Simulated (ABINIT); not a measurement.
# Quasiparticle gap of CdS (Hawleyite) in ABINIT, part 2 of 3

How does a plane-wave GW calculation on CdS (Hawleyite) run from the first input to the gap?

ABINIT 10.8.3; PBE and many-body steps on it, plane waves. Known limits of the many-body steps: not at the basis limit; no spin-orbit coupling; coarse k mesh.

So far. Step 2 (Ground state): The gap is direct, at Γ.

### 3. Bands along the symmetry lines

Level of this step: DFT, PBE, plane waves, norm-conserving pseudopotentials (ABINIT).

Levels along a band path, at the cheap level, show where the edges lie and whether the meshes to come will hold them.

Input file run.abi:

```
acell 3*1.0 Angstrom
rprim 
  0.000000000000 2.958200000000 2.958200000000
  2.958200000000 0.000000000000 2.958200000000
  2.958200000000 2.958200000000 -0.000000000000
ntypat 2
znucl 48 16
natom 2
typat 1 2
xred 
  0.000000000000 0.000000000000 0.000000000000
  0.250000000000 0.250000000000 0.250000000000
pp_dirpath "pseudos"
pseudos "Cd.upf, S.upf"
ecut 47
iscf -2
irdden 1
kptopt 0
nkpt 50
kpt 
  0.00000000 0.00000000 0.00000000
  -0.06250000 -0.06250000 0.00000000
  -0.12500000 -0.12500000 0.00000000
  -0.18750000 -0.18750000 0.00000000
  -0.25000000 -0.25000000 0.00000000
  -0.31250000 -0.31250000 0.00000000
  -0.37500000 -0.37500000 0.00000000
  -0.43750000 -0.43750000 0.00000000
  -0.50000000 -0.50000000 0.00000000
  -0.48437500 -0.48437500 0.03125000
  -0.46875000 -0.46875000 0.06250000
  -0.45312500 -0.45312500 0.09375000
  -0.43750000 -0.43750000 0.12500000
  -0.42187500 -0.42187500 0.15625000
  -0.40625000 -0.40625000 0.18750000
  -0.39062500 -0.39062500 0.21875000
  -0.37500000 -0.37500000 0.25000000
  -0.37500000 0.00000000 0.37500000
  -0.32812500 0.00000000 0.32812500
  -0.28125000 0.00000000 0.28125000
  -0.23437500 0.00000000 0.23437500
  -0.18750000 0.00000000 0.18750000
  -0.14062500 0.00000000 0.14062500
  -0.09375000 0.00000000 0.09375000
  -0.04687500 0.00000000 0.04687500
  0.00000000 0.00000000 0.00000000
  0.00000000 0.00000000 0.06250000
  0.00000000 0.00000000 0.12500000
  0.00000000 0.00000000 0.18750000
  0.00000000 0.00000000 0.25000000
  0.00000000 0.00000000 0.31250000
  0.00000000 0.00000000 0.37500000
  0.00000000 0.00000000 0.43750000
  -0.00000000 -0.00000000 0.50000000
  -0.06250000 -0.03125000 0.46875000
  -0.12500000 -0.06250000 0.43750000
  -0.18750000 -0.09375000 0.40625000
  -0.25000000 -0.12500000 0.37500000
  -0.31250000 -0.15625000 0.34375000
  -0.37500000 -0.18750000 0.31250000
  -0.43750000 -0.21875000 0.28125000
  -0.50000000 -0.25000000 0.25000000
  -0.50000000 -0.28125000 0.21875000
  -0.50000000 -0.31250000 0.18750000
  -0.50000000 -0.34375000 0.15625000
  -0.50000000 -0.37500000 0.12500000
  -0.50000000 -0.40625000 0.09375000
  -0.50000000 -0.43750000 0.06250000
  -0.50000000 -0.46875000 0.03125000
  -0.50000000 -0.50000000 0.00000000
istwfk *1
nband 20
nbdbuf 2
tolwfr 1e-08
nstep 40
prtwf 0
prtvol 0
indata_prefix "in"
outdata_prefix "out"
tmpdata_prefix "tmp"
```

Command:

```sh
OMP_NUM_THREADS=1 mpirun -n 4 abinit run.abi > log
```

Numbers of over 12 decimals in the logs are rounded to 6 here.

Output:

```text
.Version 10.8.3 of ABINIT. v10.8.2 released Aug 2026.

 Symmetries : space group F-4 3 m (#216); Bravais cF (face-center cubic)
[... echo of the input left out ...]
== DATASET  1 ==================================================================
-   mpi_nproc: 4, omp_nthreads: 1 (-1 if OMP is not activated)

--- !DatasetInfo
iteration_state: {dtset: 1, }
dimensions: {natom: 2, nkpt: 50, mband: 20, nsppol: 1, nspinor: 1, nspden: 1, mpw: 5410, }
cutoff_energies: {ecut:  47.0, pawecutdg:  -1.0, }
electrons: {nelect:   2.60000000E+01, charge:   0.00000000E+00, occopt:   1.00000000E+00, tsmear:   1.00000000E-02, }

 Real(R)+Recip(G) space primitive vectors, cartesian coordinates (Bohr,Bohr^-1):
 R(1)=  0.0000000  5.5901878  5.5901878  G(1)= -0.0894424  0.0894424  0.0894424
 R(2)=  5.5901878  0.0000000  5.5901878  G(2)=  0.0894424 -0.0894424  0.0894424
 R(3)=  5.5901878  5.5901878  0.0000000  G(3)=  0.0894424  0.0894424 -0.0894424
 Unit cell volume ucvol=  3.4938897E+02 bohr^3
 Angles (23,13,12)=  6.00000000E+01  6.00000000E+01  6.00000000E+01 degrees

 getcut: wavevector=  0.0000  0.0000  0.0000  ngfft=  50  50  50
         ecut(hartree)=     47.000   => boxcut(ratio)=   2.05016

--- Pseudopotential description ------------------------------------------------
- Cd Generated using ONCVPSP code by D. R. Hamann
- 48.00000  20.00000  171031                  znucl, zion, pspdat
12 -101130 2 -1 1368                          pspcod,pspxc,lmax,lloc,mmax
     nproj     2     2     2
  pspatm : epsatm=   23.16453630
         --- l  ekb(1:nproj) -->
             0   51.917189    3.534234
             1    8.636196    1.282240
             2    0.687672   -0.678465
 pspatm: atomic psp has been read  and splines computed

- S Generated using ONCVPSP code by D. R. Hamann
- 16.00000   6.00000  171031                  znucl, zion, pspdat
12 -101130 2 -1 1146                          pspcod,pspxc,lmax,lloc,mmax
     nproj     2     2     2
  pspatm : epsatm=    9.01821529
         --- l  ekb(1:nproj) -->
[...]
pspatm: atomic psp has been read  and splines computed

--------------------------------------------------------------------------------

================================================================================
 prteigrs : about to open file out_EIG
 Non-SCF case, kpt    1 (  0.00000  0.00000  0.00000), residuals and eigenvalues=
  4.24E-09  9.66E-10  2.53E-09  7.60E-09  8.74E-09  8.85E-10  1.77E-09  1.96E-09
  3.97E-09  9.30E-09  1.35E-09  2.69E-09  9.89E-09  4.57E-09  6.23E-10  2.32E-09
  4.84E-09  5.70E-09  3.61E-08  1.81E-07
 -3.5794E+00 -2.1485E+00 -2.1485E+00 -2.1485E+00 -3.0235E-01 -1.3576E-01
 -1.3576E-01 -1.3576E-01 -1.2022E-01 -1.2022E-01  1.4280E-01  1.4280E-01
  1.4280E-01  1.8144E-01  3.8300E-01  3.8300E-01  3.8300E-01  5.5485E-01
  5.5880E-01  5.5880E-01
 Non-SCF case, kpt    2 ( -0.06250 -0.06250  0.00000), residuals and eigenvalues=
[...]
5.5964E-01  5.6698E-01
 Non-SCF case, kpt    3 ( -0.12500 -0.12500  0.00000), residuals and eigenvalues=
[...]
3.42E-09  4.52E-09  1.50E-06  1.62E-05
[...]
5.6210E-01  5.9815E-01
[...]
Non-SCF case, kpt   49 ( -0.50000 -0.46875  0.03125), residuals and eigenvalues=
[...]
5.9079E-01  6.2638E-01
 Non-SCF case, kpt   50 ( -0.50000 -0.50000  0.00000), residuals and eigenvalues=
[...]
-1.2443E-01 -1.2443E-01 -1.1742E-01 -1.0534E-01  4.5002E-03  7.9161E-02
  7.9161E-02  2.7609E-01  3.0057E-01  4.7449E-01  5.2933E-01  5.2933E-01
  5.8729E-01  6.2660E-01

--- !ResultsGS
iteration_state: {dtset: 1, }
comment   : Summary of ground state results
lattice_vectors:
- [  0.0000000,   5.5901878,   5.5901878, ]
- [  5.5901878,   0.0000000,   5.5901878, ]
- [  5.5901878,   5.5901878,  -0.0000000, ]
lattice_lengths: [   7.90572,    7.90572,    7.90572, ]
lattice_angles: [ 60.000,  60.000,  60.000, ] # degrees, (23, 13, 12)
lattice_volume:   3.4938897E+02
convergence: {deltae:  0.000E+00, res2:  0.000E+00, residm:  9.984E-09, diffor:  0.000E+00, }
etotal    :  -1.86418336E+02
entropy   :   0.00000000E+00
fermie    :   1.42795302E-01
cartesian_stress_tensor: null
pressure_GPa: null
xred      :
- [  0.0000E+00,   0.0000E+00,   0.0000E+00, Cd]
- [  2.5000E-01,   2.5000E-01,   2.5000E-01,  S]
cartesian_forces: null
force_length_stats: {min: null, max: null, mean: null, }

 Integrated electronic density in atomic spheres:
 ------------------------------------------------
 Atom  Sphere_radius  Integrated_density
[...]
================================================================================

 ----iterations are completed or convergence reached----

 Mean square residual over all n,k,spin=   51.405E-10; max=  99.837E-10
 reduced coordinates (array xred) for    2 atoms
       0.000000000000      0.000000000000      0.000000000000
       0.250000000000      0.250000000000      0.250000000000

 cartesian coordinates (angstrom) at end:
[...]
length scales=  1.889726125908  1.889726125908  1.889726125908 bohr
              =  1.000000000000  1.000000000000  1.000000000000 angstroms
 prteigrs : about to open file out_EIG
 Eigenvalues (hartree) for nkpt=  50  k points:
 kpt#   1, nband= 20, wtk=  1.00000, kpt=  0.0000  0.0000  0.0000 (reduced coord)
[...]
kpt#   2, nband= 20, wtk=  1.00000, kpt= -0.0625 -0.0625  0.0000 (reduced coord)
[...]
kpt#   3, nband= 20, wtk=  1.00000, kpt= -0.1250 -0.1250  0.0000 (reduced coord)
[...]
kpt#  49, nband= 20, wtk=  1.00000, kpt= -0.5000 -0.4687  0.0313 (reduced coord)
[...]
0.52270    0.52974    0.59079    0.62638
 kpt#  50, nband= 20, wtk=  1.00000, kpt= -0.5000 -0.5000  0.0000 (reduced coord)
  -3.57941   -2.14852   -2.14851   -2.14851   -0.28367   -0.12842   -0.12443   -0.12443
  -0.11742   -0.10534    0.00450    0.07916    0.07916    0.27609    0.30057    0.47449
   0.52933    0.52933    0.58729    0.62660

== END DATASET(S) ==============================================================
================================================================================

 -outvars: echo values of variables after computation  --------
            nband          20
             nkpt          50
          spgroup         216
 [... the other variables as echoed above ...]

 Calculation completed.
```

Wall time 31 s (4 MPI ranks of Arm Neoverse V1, shared host); peak memory 0.36 GiB.

Numbers from this step:

```yaml
gap: 1.051 eV
k_of_the_valence_top: 0, 0, 0
k_of_the_conduction_bottom: 0, 0, 0
least_direct_gap: 1.051 eV
```

The gap is 1.051 eV, as in the run before at this level.

The electronic bands at the labelled points (eV, zero at the top of the highest filled band):

| point | band 10 | band 11 | band 12 | band 13 | band 14 | band 15 | band 16 | band 17 |
| --- | --- | --- | --- | --- | --- | --- | --- | --- |
| Γ | -7.16 | 0.00 | 0.00 | 0.00 | 1.05 | 6.54 | 6.54 | 6.54 |
| halfway | -7.12 | -2.25 | -0.94 | -0.94 | 3.49 | 4.84 | 8.04 | 8.04 |
| X | -6.75 | -3.76 | -1.73 | -1.73 | 3.63 | 4.29 | 9.03 | 10.52 |
| halfway | -6.71 | -3.75 | -1.98 | -1.65 | 3.90 | 4.58 | 8.80 | 9.86 |
| U | -6.64 | -3.73 | -2.34 | -1.41 | 4.23 | 5.35 | 8.38 | 8.92 |
| jump to K | -6.64 | -3.73 | -2.34 | -1.41 | 4.23 | 5.35 | 8.38 | 8.92 |
| halfway | -7.10 | -2.65 | -1.26 | -0.39 | 3.47 | 6.06 | 6.76 | 7.24 |
| Γ | -7.16 | 0.00 | 0.00 | 0.00 | 1.05 | 6.54 | 6.54 | 6.54 |
| halfway | -7.15 | -2.39 | -0.36 | -0.36 | 2.69 | 6.23 | 7.02 | 7.02 |
| L | -6.81 | -4.14 | -0.69 | -0.69 | 2.95 | 6.99 | 6.99 | 7.33 |
| halfway | -6.71 | -3.88 | -1.80 | -1.12 | 4.25 | 5.83 | 7.13 | 8.26 |
| W | -6.59 | -3.70 | -2.08 | -2.04 | 5.24 | 5.44 | 7.14 | 8.04 |
| halfway | -6.67 | -3.73 | -1.91 | -1.89 | 4.30 | 4.72 | 8.57 | 8.81 |
| X | -6.75 | -3.76 | -1.73 | -1.73 | 3.63 | 4.29 | 9.03 | 10.52 |

### 4. Empty states on the mesh, 4×4×4 mesh, 162 bands

The sums over transitions need many empty states on a uniform mesh; this step solves for them.

Input file run.abi:

```
acell 3*1.0 Angstrom
rprim 
  0.000000000000 2.958200000000 2.958200000000
  2.958200000000 0.000000000000 2.958200000000
  2.958200000000 2.958200000000 -0.000000000000
ntypat 2
znucl 48 16
natom 2
typat 1 2
xred 
  0.000000000000 0.000000000000 0.000000000000
  0.250000000000 0.250000000000 0.250000000000
pp_dirpath "pseudos"
pseudos "Cd.upf, S.upf"
ecut 47
ngkpt 4 4 4
nshiftk 1
shiftk 0 0 0
kptopt 1
chksymbreak 0
iscf -2
irdden 1
istwfk *1
nband 162
nbdbuf 14
tolwfr 1e-09
nstep 60
prtvol 0
indata_prefix "in"
outdata_prefix "out"
tmpdata_prefix "tmp"
```

Output:

```text
.Version 10.8.3 of ABINIT. v10.8.2 released Aug 2026.

 Symmetries : space group F-4 3 m (#216); Bravais cF (face-center cubic)
[... echo of the input left out ...]
== DATASET  1 ==================================================================
-   mpi_nproc: 4, omp_nthreads: 1 (-1 if OMP is not activated)

--- !DatasetInfo
iteration_state: {dtset: 1, }
dimensions: {natom: 2, nkpt: 8, mband: 162, nsppol: 1, nspinor: 1, nspden: 1, mpw: 5410, }
cutoff_energies: {ecut:  47.0, pawecutdg:  -1.0, }
electrons: {nelect:   2.60000000E+01, charge:   0.00000000E+00, occopt:   1.00000000E+00, tsmear:   1.00000000E-02, }

 Real(R)+Recip(G) space primitive vectors, cartesian coordinates (Bohr,Bohr^-1):
 R(1)=  0.0000000  5.5901878  5.5901878  G(1)= -0.0894424  0.0894424  0.0894424
 R(2)=  5.5901878  0.0000000  5.5901878  G(2)=  0.0894424 -0.0894424  0.0894424
 R(3)=  5.5901878  5.5901878  0.0000000  G(3)=  0.0894424  0.0894424 -0.0894424
 Unit cell volume ucvol=  3.4938897E+02 bohr^3
 Angles (23,13,12)=  6.00000000E+01  6.00000000E+01  6.00000000E+01 degrees

 getcut: wavevector=  0.0000  0.0000  0.0000  ngfft=  50  50  50
         ecut(hartree)=     47.000   => boxcut(ratio)=   2.05016

--- Pseudopotential description ------------------------------------------------
- Cd Generated using ONCVPSP code by D. R. Hamann
- 48.00000  20.00000  171031                  znucl, zion, pspdat
12 -101130 2 -1 1368                          pspcod,pspxc,lmax,lloc,mmax
     nproj     2     2     2
  pspatm : epsatm=   23.16453630
         --- l  ekb(1:nproj) -->
             0   51.917189    3.534234
             1    8.636196    1.282240
             2    0.687672   -0.678465
 pspatm: atomic psp has been read  and splines computed

- S Generated using ONCVPSP code by D. R. Hamann
- 16.00000   6.00000  171031                  znucl, zion, pspdat
12 -101130 2 -1 1146                          pspcod,pspxc,lmax,lloc,mmax
     nproj     2     2     2
  pspatm : epsatm=    9.01821529
         --- l  ekb(1:nproj) -->
[...]
pspatm: atomic psp has been read  and splines computed

--------------------------------------------------------------------------------

================================================================================
 prteigrs : about to open file out_EIG
 Non-SCF case, kpt    1 (  0.00000  0.00000  0.00000), residuals and eigenvalues=
  5.33E-10  3.76E-10  4.76E-10  5.26E-10  3.29E-10  1.60E-10  2.56E-10  9.78E-10
  6.48E-10  8.33E-10  9.95E-11  2.71E-10  5.16E-10  1.47E-10  2.21E-10  3.66E-10
  5.17E-10  4.13E-10  1.66E-10  2.84E-10  1.68E-10  3.87E-10  4.67E-10  5.94E-10
[...]
1.33E-03  6.81E-05
 -3.5794E+00 -2.1485E+00 -2.1485E+00 -2.1485E+00 -3.0235E-01 -1.3576E-01
 -1.3576E-01 -1.3576E-01 -1.2022E-01 -1.2022E-01  1.4280E-01  1.4280E-01
  1.4280E-01  1.8144E-01  3.8300E-01  3.8300E-01  3.8300E-01  5.5485E-01
[...]
3.9477E+00  4.0158E+00  4.0383E+00  4.0383E+00  4.0383E+00  4.0795E+00
  4.0796E+00  4.0798E+00  4.0810E+00  4.0811E+00  4.0840E+00  4.1107E+00
 prteigrs : prtvol=0 or 1, do not print more k-points.

--- !ResultsGS
iteration_state: {dtset: 1, }
comment   : Summary of ground state results
lattice_vectors:
- [  0.0000000,   5.5901878,   5.5901878, ]
- [  5.5901878,   0.0000000,   5.5901878, ]
- [  5.5901878,   5.5901878,  -0.0000000, ]
lattice_lengths: [   7.90572,    7.90572,    7.90572, ]
lattice_angles: [ 60.000,  60.000,  60.000, ] # degrees, (23, 13, 12)
lattice_volume:   3.4938897E+02
convergence: {deltae:  0.000E+00, res2:  0.000E+00, residm:  9.957E-10, diffor:  0.000E+00, }
etotal    :  -1.86418336E+02
entropy   :   0.00000000E+00
fermie    :   1.42795302E-01
cartesian_stress_tensor: null
pressure_GPa: null
xred      :
- [  0.0000E+00,   0.0000E+00,   0.0000E+00, Cd]
- [  2.5000E-01,   2.5000E-01,   2.5000E-01,  S]
cartesian_forces: null
force_length_stats: {min: null, max: null, mean: null, }

 Integrated electronic density in atomic spheres:
 ------------------------------------------------
 Atom  Sphere_radius  Integrated_density
[...]
================================================================================

 ----iterations are completed or convergence reached----

 Mean square residual over all n,k,spin=   44.151E-11; max=  99.573E-11
 reduced coordinates (array xred) for    2 atoms
       0.000000000000      0.000000000000      0.000000000000
       0.250000000000      0.250000000000      0.250000000000

 cartesian coordinates (angstrom) at end:
    1      0.000000     0.000000     0.000000
    2      1.479100     1.479100     1.479100
 length scales=  1.889726125908  1.889726125908  1.889726125908 bohr
              =  1.000000000000  1.000000000000  1.000000000000 angstroms
 prteigrs : about to open file out_EIG
 Eigenvalues (hartree) for nkpt=   8  k points:
 kpt#   1, nband=162, wtk=  0.01563, kpt=  0.0000  0.0000  0.0000 (reduced coord)
[...]
3.84087    3.84684    3.92779    3.92779    3.94768    3.94768    3.94768    4.01581
   4.03829    4.03829    4.03830    4.07947    4.07957    4.07982    4.08098    4.08110
   4.08396    4.11069
 prteigrs : prtvol=0 or 1, do not print more k-points.

== END DATASET(S) ==============================================================
================================================================================

 -outvars: echo values of variables after computation  --------
            nband         162
             nkpt           8
          spgroup         216
 [... the other variables as echoed above ...]

 Calculation completed.
```

Run time: 77 s. Hardware: 4 MPI ranks; peak memory 0.42 GiB.

Numbers from this step:

* gap: 1.051 eV
* k of the valence top: 0, 0, 0
* k of the conduction bottom: 0, 0, 0
* least direct gap: 1.051 eV
* k points computed: 8
* lowest point of the top converged band, above the valence top: 100.8968 eV

On this mesh the gap is 1.051 eV.

### 5. Screening, 4×4×4 mesh, 148 bands, screening to 163.3 eV

The RPA dielectric matrix is built and inverted for each q.

This step: RPA screening on PBE, plane waves, norm-conserving pseudopotentials.

run.abi, as its differences from that of step 4:

```diff
@@ -20,10 +20,11 @@
 chksymbreak 0
-iscf -2
-irdden 1
 istwfk *1
-nband 162
-nbdbuf 14
-tolwfr 1e-09
-nstep 60
-prtvol 0
+occopt 1
+irdwfk 1
+optdriver 3
+nband 148
+ecuteps 6
+inclvkb 2
+awtr 1
+symchi 1
 indata_prefix "in"
```

Output:

```text
.Version 10.8.3 of ABINIT. v10.8.2 released Aug 2026.

 Symmetries : space group F-4 3 m (#216); Bravais cF (face-center cubic)
[... echo of the input left out ...]
== DATASET  1 ==================================================================
-   mpi_nproc: 4, omp_nthreads: 1 (-1 if OMP is not activated)

--- !DatasetInfo
iteration_state: {dtset: 1, }
dimensions: {natom: 2, nkpt: 8, mband: 148, nsppol: 1, nspinor: 1, nspden: 1, mpw: 5410, }
cutoff_energies: {ecut:  47.0, pawecutdg:  -1.0, }
electrons: {nelect:   2.60000000E+01, charge:   0.00000000E+00, occopt:   1.00000000E+00, tsmear:   1.00000000E-02, }

 SCREENING: Calculation of the susceptibility and dielectric matrices

 Based on a program developped by R.W. Godby, V. Olevano, G. Onida, and L. Reining.
 Incorporated in ABINIT by V. Olevano, G.-M. Rignanese, and M. Torrent.
.Using double precision arithmetic ; gwpc =  8

[... cell and pseudopotentials left out ...]
--------------------------------------------------------------------------------

 ==== K-mesh for the wavefunctions ====
 Number of points in the irreducible wedge :     8
[... list of points left out ...]
 Together with 24 symmetry operations and time-reversal symmetry
 yields    64 points in the full Brillouin Zone.

 ==== Q-mesh for the screening function ====
 Number of points in the irreducible wedge :     8
[... list of points left out ...]
 Together with 24 symmetry operations and time-reversal symmetry
 yields    64 points in the full Brillouin Zone.

 setmesh: FFT mesh size selected  =    36x   36x   36
          total number of points  =        46656

 vcoul_init : cutoff-mode = AUXILIARY_FUNCTION
 q-points for optical limit:   1
     1)      0.000010    0.000020    0.000030

- screening: taking advantage of time-reversal symmetry
- Maximum band index for partially occupied states nbvw = 13
- Remaining bands to be divided among processors   nbcw = 135
- Number of bands treated by each node ~33

 Number of electrons calculated from density =   26.0000; Expected =   26.0000
 average of density, n =  0.074416
 r_s =    1.4749
 omega_plasma =   26.3140 [eV]

 calculating chi0 at frequencies [eV] :
  1    0.000000E+00    0.000000E+00
  2    0.000000E+00    2.631405E+01

--------------------------------------------------------------------------------
  q-point number  1        q = ( 0.000000, 0.000000, 0.000000) [r.l.u.]
--------------------------------------------------------------------------------
[... chi0 elements left out ...]
 For q-point:  0.000010 0.000020 0.000030
  dielectric constant =  12.1283
  dielectric constant without local fields =  12.8600

  Average fulfillment of the sum rule on Im[epsilon] for q-point    1 :     72.31  [%]
[... wings left out ...]
  q-point number  2        q = ( 0.250000, 0.000000, 0.000000) [r.l.u.]
--------------------------------------------------------------------------------
[... chi0 elements left out ...]
  Average fulfillment of the sum rule on Im[epsilon] for q-point    2 :     82.31  [%]

 [... 6 further q-points ...]
```

Elapsed: 78 s, on 4 MPI ranks; peak memory 1.6 GiB.

This step gave:

* ε∞ with local fields, on this mesh, along the program's q direction: 12.13
* the same without local fields: 12.86
* plasma frequency: 26.31 eV
* plane waves in the screening matrix: 259

Local fields lower ε∞ by 6 %. On a Γ-centred mesh this coarse the value itself is usually too large, while a short band sum pulls it down.

(Part 2 of 3 ends here.)

[Paths, hosts, dates, memory and timing lines, banners, echoed tables and standing remarks are left out of the program output.]

[Logs are printed without paths, hosts, clocks, repeated set-up lines and the standing remarks that a program may print on its own settings, such as how far it seeks lower states.]

[Runs of the session that timed out or met a known fault of the program may be left out.]

[Hosts, paths, dates, database ids (printed as entryN), source tags and the programs' standing remarks are cut or masked in the printed files.]

[G0W0 gaps are taken among the corrected bands and points alone; a level outside them can change the order at an edge.]

[Where Ansatz stands beside ABINIT at settings called matched, ABINIT's density can come from a denser mesh and the files from another edition; pairs whose starting gaps differed by over 0.03 eV were left out, so agreement reads better than it is.]
